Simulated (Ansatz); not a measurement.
# HfN (100): surface energy and levels, part 3 of 3

This session takes HfN and sets out to relax the bulk, then cut the (100) surface, relax it and get its surface energy and levels.

Ansatz 0.2.0; DFT PBE, scalar-relativistic, plane waves, PAW. The steps go on from the part before.

### Step 8. All atoms of the slab relaxed

input.yaml

```yaml
crystal:
  lattice:
    - [3.2157754413, 0.0, 0.0]
    - [0.0, 3.2157754413, 0.0]
    - [0.0, 0.0, 24.0955864851]
  atoms:
    - { symbol: Hf, position: [0.0, 0.0, 0.3112603217] }
    - { symbol: "N", position: [0.5, 0.5, 0.3112603217] }
    - { symbol: Hf, position: [0.5, 0.5, 0.4056301608] }
    - { symbol: "N", position: [0.0, 0.0, 0.4056301608] }
    - { symbol: Hf, position: [0.0, 0.0, 0.5] }
    - { symbol: "N", position: [0.5, 0.5, 0.5] }
    - { symbol: Hf, position: [0.5, 0.5, 0.5943698392] }
    - { symbol: "N", position: [0.0, 0.0, 0.5943698392] }
    - { symbol: Hf, position: [0.0, 0.0, 0.6887396783] }
    - { symbol: "N", position: [0.5, 0.5, 0.6887396783] }
basis:
  ecutwfc: 420
kpoints:
  mp_grid: { grid: [11, 11, 1] }
hamiltonian:
  xc: pbe
scf:
  occupations: { method: gaussian, width: 0.1 }
output:
  forces: true
  eigenvalues: true
  write_density: true
  write_potential: true
  elf: true
  volumetric_format: npy
relax:
  adjacent_minimum: "off"
  f_tol: 0.02
  max_steps: 60
efield:
  axis: 3
  dipole_correction: true
  ramp_width: 0.04
```

Started as:

```bash
$ ansatz run input.yaml --threads 2 --pin off --max-ram 5632MiB --backend cpu --events-out ev --progress --plain --runs-dir out
```

Standard output:

```text
Warning: RAYON_NUM_THREADS=2 ignored (pool sized by the plan → 2); use --threads N
Engine: ansatz 0.2.0, aarch64-unknown-linux-gnu
Pseudopotentials: kind: paw
Pseudopotential: Hf, paw, valence charge 26, recommended cutoff 420 eV (normal), Hf.paw.azcp
Pseudopotential: N, paw, valence charge 5, recommended cutoff 420 eV (normal), N.paw.azcp
Functional definition: PBE
  parameter kappa = 0.804
  parameter beta = 0.06672455060314922
  exchange = pbe_x(kappa = kappa, mu = beta*pi^2/3)
  correlation = pbe_c(beta = beta)
Crystal: 10 atoms, lattice volume = 249.178 Å³
Basis set: ecut = 420 eV, 4849 PW (Γ), exchange–correlation on 48×48×324 points (8 copies of the dense FFT grid, shifted against one another)
Bands: 93, of which v1, the nominal top of the filled ones, is band 78 counted from 1 (77 counted from 0)
Symmetry: 8 space group operations
k-points: 21 of 121
Non-local potential: Hf, projectors of the file, l = 0: 3, l = 1: 2, l = 2: 2, l = 3: 3
Non-local potential: N, projectors of the file, l = 0: 2, l = 1: 2, l = 2: 1
PAW form: soft (Blöchl's): semilocal exchange-correlation on the pseudo side does not see the compensation charge
PAW one-centre angular grid: Hf, 590 points (default); XC on 64 Gauss nodes
PAW one-centre angular grid: N, 110 points (default); XC on 64 Gauss nodes
Initial density: superposition of atomic densities (neutral atoms: chi_scale 0, normalization atom), corrected by the library's trained network
Initial wavefunctions: pseudopotential atomic-orbital guess
Functional: x = pbe(κ = 0.804, μ = 0.2195149727645171), c = pbe(β = 0.06672455060314922)
SCF iter   1: F=—  HF=-80541.265063 eV  |F-HF|=—  |Δ(HF+E_count)|=         —  Δρ=3.98e-3  dr2=2.32e-1  ethr=1.77e-3  p=0.000 e·Å  D=4.36e-13 V/Å  ΔV_dip=-0.00 eV  dr2_dipole=4.57e-7  V_vac-E_F(+/−)=2.83/2.83 eV  ⟨swp⟩=6.1  Hψ=7303  notcnv=0  defer=11
efield: sawtooth ramp at fractional position 0.9800 (placed from the atoms, in the widest stretch of the axis that holds none; the zero of the levels goes with the place), width 0.0400; the density the first Hamiltonian is built on has a dipole p = 0.000 e·Å; the dipole correction subtracts the counter field D = 4.36e-13 V/Å, which shifts the + side's vacuum level by -0.00 eV against the − side's; the planar-averaged density in the ramp window peaks in size at 7.7e-5 e/Å³
preconditioner: auto → LDOS  [metal: Δε(μ)=0.021 eV  Ē_g=17.512 eV  σ=0.100 eV  W_gap=0.12  n_scr=70 (ndim 8)  ℏωp=28.3 eV  f_vac=0.489  D(μ)=6.07/eV (n_scr^D=36)  β→1.0]
SCF iter   2: F=—  HF=-80541.264018 eV  |F-HF|=—  |Δ(HF+E_count)|=   1.04e-3  Δρ=2.31e-3  dr2=1.58e-2  ethr=1.50e-4  p=-0.000 e·Å  D=-7.54e-6 V/Å  ΔV_dip=0.00 eV  dr2_dipole=4.41e-8  V_vac-E_F(+/−)=2.87/2.87 eV  ⟨swp⟩=2.0  Hψ=3151  notcnv=0  defer=167
SCF iter   3: F=—  HF=-80541.263922 eV  |F-HF|=—  |Δ(HF+E_count)|=   9.57e-5  Δρ=7.78e-4  dr2=3.71e-3  ethr=1.02e-5  p=-0.000 e·Å  D=-3.24e-6 V/Å  ΔV_dip=0.00 eV  dr2_dipole=1.30e-7  V_vac-E_F(+/−)=2.86/2.86 eV  ⟨swp⟩=2.3  Hψ=3495  notcnv=0  defer=167
SCF iter   4: F=—  HF=-80541.263751 eV  |F-HF|=—  |Δ(HF+E_count)|=   1.72e-4  Δρ=2.57e-4  dr2=5.48e-4  ethr=2.40e-6  p=-0.000 e·Å  D=-7.66e-7 V/Å  ΔV_dip=0.00 eV  dr2_dipole=1.99e-10  V_vac-E_F(+/−)=2.85/2.85 eV  ⟨swp⟩=2.2  Hψ=3290  notcnv=0  defer=167
SCF iter   5: F=—  HF=-80541.263707 eV  |F-HF|=—  |Δ(HF+E_count)|=   4.37e-5  Δρ=8.36e-5  dr2=9.66e-5  ethr=3.53e-7  p=-0.000 e·Å  D=-1.88e-8 V/Å  ΔV_dip=0.00 eV  dr2_dipole=6.30e-10  V_vac-E_F(+/−)=2.84/2.84 eV  ⟨swp⟩=2.8  Hψ=3621  notcnv=0  defer=167
SCF iter   6: F=-80541.263699 eV  HF=-80541.263705 eV  |F-HF|=6.34e-6  |Δ(HF+E_count)|=   1.85e-6  Δρ=3.63e-5  dr2=8.18e-6  ethr=6.45e-9  p=0.000 e·Å  D=2.93e-7 V/Å  ΔV_dip=-0.00 eV  dr2_dipole=1.24e-9  V_vac-E_F(+/−)=2.84/2.84 eV  ⟨swp⟩=21.3  Hψ=27031  notcnv=0
WARN: efield: at this solve's end the planar-averaged density reaches 1.23e-5 e/Å³ inside the ramp window [0.9385, 0.0615] (bound 1e-5 e/Å³); the window's nearer edge stands 6.02 Å from this solve's nearest atom along the axis. Its work functions, free energy, forces, stress, dipole, levels and responses can be off, and this figure does not tell by how much. A short vacuum, a low `basis.ecutwfc` or `basis.ecutrho_ratio` and negative occupations (`scf.occupations.method`) can put density there. See the manual's quickstart, § The vacuum guard
SCF 1 converged in 6 iterations: F = -80541.263699 eV  dr2 = 8.18e-6
  Residual-converged pass: ⟨swp⟩=1.1  Hψ=2039  notcnv=0  max |occ|·‖R‖ = 7.1e-9 eV (tolerance 1.0e-8 eV)  dr2=8.18e-6  dr2_onsite=5.07e-6  max |Δocc| = 2.5e-12
relax step   1: F+E_penalty+E_count = -80541.26369880 eV  Δ(F+E_penalty+E_count) = +0.000e0 eV  max|allowed force component| = 1.567e0 eV/Å  Δτ_max = 0.0000 Å  (6 SCF iters, dr2 threshold 1.00e-5 eV, accepted)
[... from here on, the SCF cycles and remarks between the steps are left out ...]
relax step   2: F+E_penalty+E_count = -80541.53098793 eV  Δ(F+E_penalty+E_count) = -2.673e-1 eV  max|allowed force component| = 8.115e-1 eV/Å  Δτ_max = 0.1606 Å  (6 SCF iters, dr2 threshold 1.00e-4 eV, accepted)
relax step   3: F+E_penalty+E_count = -80541.56508503 eV  Δ(F+E_penalty+E_count) = -3.410e-2 eV  max|allowed force component| = 1.519e-1 eV/Å  Δτ_max = 0.0493 Å  (5 SCF iters, dr2 threshold 4.12e-5 eV, accepted)
relax step   4: F+E_penalty+E_count = -80541.56566941 eV  Δ(F+E_penalty+E_count) = -5.844e-4 eV  max|allowed force component| = 1.527e-1 eV/Å  Δτ_max = 0.0256 Å  (7 SCF iters, dr2 threshold 1.44e-6 eV, accepted)
relax step   5: F+E_penalty+E_count = -80541.56884959 eV  Δ(F+E_penalty+E_count) = -3.180e-3 eV  max|allowed force component| = 1.986e-2 eV/Å  Δτ_max = 0.0104 Å  (5 SCF iters, dr2 threshold 1.46e-6 eV, accepted)
relax step   6: F+E_penalty+E_count = -80541.56884986 eV  Δ(F+E_penalty+E_count) = -2.754e-7 eV  max|allowed force component| = 2.003e-2 eV/Å  Δτ_max = 0.0000 Å  (3 SCF iters, accepted)
relax step   7: F+E_penalty+E_count = -80541.56889834 eV  Δ(F+E_penalty+E_count) = -4.848e-5 eV  max|allowed force component| = 1.797e-3 eV/Å  Δτ_max = 0.0025 Å  (5 SCF iters, accepted)
WARN: The output density's exchange-correlation potential varies sharply where the density is thin. Do not read a vacuum level from v_tot or v_xc, or from such a field of the output density. On a cell that repeats whose density bears no net charge and no dipole along the vacuum's axis use v_es (v_loc + v_h of the components); under efield.dipole_correction with no amplitude use v_es + v_field, which holds any external_charges[].barrier, or the levels of the report's work_function block, which leave it out; under a non-zero efield.amplitude the vacuum is tilted and has no level; on a cell that repeats and bears such a dipole with no correction it is tilted too, and efield.dipole_correction with no amplitude gives each side of its ramp a level where efield: is served; in a cell that repeats whose density bears a net charge (total_charge, or a fill off its count) it is curved and has none; of a slab under crystal.periodic whose density bears no net charge use v_es, which has a level on each side, short of where the two are joined; of another it falls or rises all the way out and has none; of a slab beside external_charges read slab_vacuum_level instead, which it has where they leave it neutral. The grid or the basis barely resolves most such structure, and the values can differ between equally converged runs; as a rule a tighter scf.convergence.dr2_threshold does not remove it. Where the density itself ripples (under the LDA too) a higher basis.ecutwfc lessens it. The files hold the spikes' plane waves up to the density's cutoff. Files: v_tot_of_output_density and the like, and their columns of v_z.tsv (output.write_potential); v_xc_of_output_density and the like, and their columns of v_comp_z.tsv (output.write_potential_components). Measured: with its Gaussian average of σ = 0.25 Å subtracted twice, the exchange-correlation potential is over 0.1 eV at 300 of the grid points where the equally averaged density (valence and model cores) is under 1e-3 e/Å³, and 0.529 eV at the most among them, at an averaged density of 1.4e-7 e/Å³. See output.write_potential in the manual, Limitations
SCF converged after 5 iterations
Free energy (F): -80541.568898 eV
Harris-Foulkes:  -80541.568898 eV  (|F-HF|=9.14e-9)
Internal energy: -80541.549820 eV  (E = F + TS)
E sigma→0 (E₀):  -80541.559359 eV
Entropy (-TS):   -0.019078 eV (-1.908 meV/atom)
Fermi energy:    9.773715 eV
Dipole field:    D = -0.000001 V/Å  (p = -0.000002 e·Å, saw-weighted, corrected)
Work function:   Φ+ = 2.3250 eV   Φ− = 2.3250 eV
Levels:          The Fermi level and band energies are counted from a zero that moves with the ramp; work functions are not
--- Per-component energies (eV) ---
  E_band       = -1259.850940
  E_kinetic    = 2770.000551
  E_local      = -271566.212599  (includes V_loc(G=0)·N_el)
  E_nonlocal   = -5993.860003
  E_hartree    = 134109.940896
  E_xc         = -1803.181277
  E_vxc        = -1717.310811  (∫ρ·V_xc dr)
  E_paw        = -35270.779268  (= ΣΔE_a)
  E_vpaw       = 7027.631127  (= ΣTr[D̂ρ^β])
  E_aug_tail   = 0.000475  (compensation charges beyond the density's cutoff)
  E_efield     = 0.000000  (sawtooth field / dipole correction)
  E_vefield    = 0.000000  (∫n·V_field dr)
  E_ewald      = 97212.541406
  E_smearing   = -0.019078  (= −TS)
  E_closure    = 0.000000  (closes the sum)
  Σ components = -80541.568898   (vs F -80541.568898, Δ=0.00e0)
--- Forces (eV/Å), atoms counted from 1 ---
  atom   1  Hf     0.00000000     0.00000000    -0.00138509
  atom   2  N      0.00000000     0.00000000    -0.00021955
  atom   3  Hf     0.00000000     0.00000000    -0.00179672
  atom   4  N      0.00000000     0.00000000    -0.00074646
  atom   5  Hf    -0.00000000     0.00000000     0.00000008
  atom   6  N      0.00000000     0.00000000    -0.00000061
  atom   7  Hf     0.00000000     0.00000000     0.00179550
  atom   8  N      0.00000000     0.00000000     0.00074643
  atom   9  Hf    -0.00000000     0.00000000     0.00138693
  atom  10  N     -0.00000000     0.00000000     0.00021961
  max |Σ_I F_I| component: 1.19e-7 eV/Å
--- Band table (eV; the first three rows and the last of 21) ---
  k-point 0: bands = ["-53.0109", "-53.0103", "-52.9892", "-52.8265", "-52.8226", "-22.1146", "-22.0613", "-21.9306", "-21.6435", "-21.6435", "-21.5718", "-21.5718", "-21.5316", "-21.5191", "-21.5191", "-21.3846", "-21.3713", "-21.3713", "-21.3429", "-21.3429", "-7.4134", "-6.9033", "-6.4801", "-5.7923", "-5.7920", "-2.9912", "-2.9892", "-2.9621", "-2.9621", "-2.9615", "-2.9615", "-2.9385", "-2.9384", "-2.9264", "-2.9264", "-2.9129", "-2.9105", "-2.9103", "-2.9017", "-2.8898", "-2.8898", "-2.8897", "-2.8897", "-2.8765", "-2.8734", "-2.8734", "-2.7936", "-2.7936", "-2.7877", "-2.7877", "-2.7460", "-2.7458", "-2.7406", "-2.7323", "-2.7215", "-2.7178", "-2.7119", "-2.7119", "-2.7103", "-2.7103", "3.3582", "3.5925", "4.6921", "5.3063", "5.8997", "5.8997", "5.9551", "6.0054", "6.0054", "6.2294", "6.4467", "6.4467", "6.7224", "7.1968", "7.1968", "7.2531", "7.2531", "7.6820", "8.7749", "9.3755", "9.8314", "9.8314", "10.0314", "10.5321", "11.0562", "11.0562", "11.6308", "11.8291", "11.9331", "12.1023", "12.1716", "12.7606", "12.8311"]
[... 3 lines left out ...]
--- Relaxed structure (7 steps of the walk, 7 accepted, 0 SCFs on fresh bases) ---
  F+E_penalty+E_count = -80541.56889834 eV   max|allowed force component| = 1.797e-3 eV/Å
  atoms:
    - { symbol: Hf, position: [9.638557047363965e-36, 0.0, 0.31621211881532935] }
    - { symbol: N, position: [0.5, 0.5, 0.30751557105564375] }
    - { symbol: Hf, position: [0.5, 0.5, 0.4051984017214134] }
    - { symbol: N, position: [2.152299146498749e-36, 0.0, 0.4064492063900477] }
    - { symbol: Hf, position: [-1.3568842445318204e-36, 0.0, 0.5000000017080967] }
    - { symbol: N, position: [0.5, 0.5, 0.5000000034978035] }
    - { symbol: Hf, position: [0.5, 0.5, 0.59480160306089] }
    - { symbol: N, position: [4.6789111880407637e-38, 0.0, 0.593550791667631] }
    - { symbol: Hf, position: [-5.801849873170541e-36, 0.0, 0.6837878747492677] }
    - { symbol: N, position: [0.5, 0.5, 0.692484427333876] }
```

Wall time 5.2 min (2 threads of Arm Neoverse V1, shared host); peak memory 0.77 GiB.

Step by step:

| step | E - E(step 1) (eV/cell) | largest force component (eV/Å) |
| --- | --- | --- |
| 1 | 0.0000 | 1.5669 |
| 2 | -0.2673 | 0.8115 |
| 3 | -0.3014 | 0.1519 |
| 4 | -0.3020 | 0.1527 |
| 5 | -0.3052 | 0.0199 |
| 6 | -0.3052 | 0.0200 |
| 7 | -0.3052 | 0.0018 |

Step 1 is the start.

Read from this run: work function 2.33 eV.

Plane-averaged electrostatic potential energy of an electron across the slab, counted from the Fermi level:

z (Å), V (eV) and a bar:
```
     1.49       2.33 ##############################
     1.78       2.33 ##############################
     2.38       2.32 ##############################
     2.68       2.32 ##############################
     3.27       2.32 ##############################
     3.57       2.32 ##############################
     4.16       2.31 ##############################
     4.46       2.30 ##############################
     5.06       2.23 ##############################
     5.35       2.14 ##############################
     5.65       1.95 #############################
     6.25       0.67 ############################
     6.54      -1.33 #########################
     7.14     -14.44 #######
     7.44     -18.53 #
     8.03     -11.61 ###########
     8.33      -6.86 #################
     8.92      -5.45 ###################
     9.22     -10.80 ############
     9.82     -19.37 
    10.11     -15.80 #####
    10.41      -8.72 ###############
    11.01      -3.40 ######################
    11.30      -6.61 ##################
    11.90     -18.55 #
    12.20     -18.55 #
    12.79      -6.61 ##################
    13.09      -3.40 ######################
    13.68      -8.72 ###############
    13.98     -15.80 #####
    14.28     -19.37 
    14.87     -10.80 ############
    15.17      -5.45 ###################
    15.77      -6.86 #################
    16.06     -11.61 ###########
    16.66     -18.53 #
    16.96     -14.44 #######
    17.55      -1.33 #########################
    17.85       0.67 ############################
    18.44       1.95 #############################
    18.74       2.14 ##############################
    19.04       2.23 ##############################
    19.63       2.30 ##############################
    19.93       2.31 ##############################
    20.53       2.32 ##############################
    20.82       2.32 ##############################
    21.42       2.32 ##############################
    21.72       2.32 ##############################
    22.31       2.33 ##############################
    22.61       2.33 ##############################
```

Density in a lattice plane of the grid's cell (edges 3.22 and 24.10 Å, at 0.000 of the third edge), which holds Hf and N.

Ten even steps from ' ' (0.00 e/Å³) to '@' (33.97 e/Å³):
```
            
            
            
            
            
++..      ..
            
..          
            
@@::      ::
            
..          
            
++..      ..
            
            
            
            
            
            
```
Columns run along the first of these edges and rows up along the second, over one cell in 6 and 20 even steps from the bottom left corner. Atoms in the plane (fractional): Hf at (0.00, 0.32), N at (0.00, 0.41), Hf at (1.00, 0.50), N at (0.00, 0.59), Hf at (1.00, 0.68).

ELF in the same plane.

Values, 12 rows by 6 columns:
```
0.00 0.00 0.00 0.00 0.00 0.00
0.00 0.00 0.00 0.00 0.00 0.00
0.02 0.03 0.08 0.11 0.08 0.03
0.83 0.73 0.15 0.20 0.15 0.73
0.30 0.79 0.48 0.17 0.48 0.79
0.76 0.82 0.19 0.17 0.19 0.82
0.30 0.79 0.48 0.17 0.48 0.79
0.83 0.73 0.15 0.20 0.15 0.73
0.02 0.03 0.08 0.11 0.08 0.03
0.00 0.00 0.00 0.00 0.00 0.00
0.00 0.00 0.00 0.00 0.00 0.00
0.00 0.00 0.00 0.00 0.00 0.00
```
Columns run along the first of these edges and rows up along the second, over one cell in 6 and 12 even steps from the bottom left corner. Atoms in the plane (fractional): Hf at (0.00, 0.32), N at (0.00, 0.41), Hf at (1.00, 0.50), N at (0.00, 0.59), Hf at (1.00, 0.68).

Both are smooth fields of the valence electrons: close to the nuclei they are not physical.

Outside the cores ELF peaks at 0.83 in the shell around N, 0.7 Å from N.

### Step 9. What the (100) slab gives

γ = (E_slab − N E_bulk) / (2A); here N = 10 and A = 10.34 Å².

|  | as cut | relaxed |
| --- | --- | --- |
| surface energy, mean of both faces | 1.69 J/m² | 1.45 J/m² |
| work function | 2.83 eV | 2.33 eV |
| dipole along +c (e·Å/cell) | 0.000 | 0.000 |

Spacings of the planes, from the bottom up:

```
plane  atoms  spacing to the next, as cut (Å)  relaxed (Å)  change (%)  rumpling (Å)
    1    HfN                            2.274        2.264        -0.4         0.210
    2    HfN                            2.274        2.269        -0.2         0.030
    3    HfN                            2.274        2.269        -0.2         0.000
    4    HfN                            2.274        2.264        -0.4         0.030
    5    HfN                                                                   0.210
```

### Step 10. Outcome

This closing draws on all 3 parts. Changes of volume or cell count from the first structure of part 1.

| quantity | value |
| --- | --- |
| bulk: relaxed cell (conventional) | a = 4.548 Å, b = 4.548 Å, c = 4.548 Å, α = 90.00°, β = 90.00°, γ = 90.00° |
| bulk: space group (0.01 Å) | Fm-3m (No. 225) |
| bulk: volume | 11.76 Å³/atom |
| bulk: formation energy (elements from runs with the same settings, not shown) | -1.66 eV/atom |
| surface energy, (100), cut with HfN on top | 1.45 J/m² |
| work function, (100), cut with HfN on top | 2.33 eV |

**Reading.** The bulk's relaxed volume is 2.0 % larger than at the start. On (100) the top spacing contracts by 0.4 %, and relaxation gains 0.241 J/m² a face. The top plane rumples by 0.21 Å. In some runs the vacuum holds more charge than the dipole correction wants, so vacuum levels can be off. Spin-orbit coupling is left out for Hf. The final runs have no spin polarisation, so no magnetic state was tried and one may lie lower.
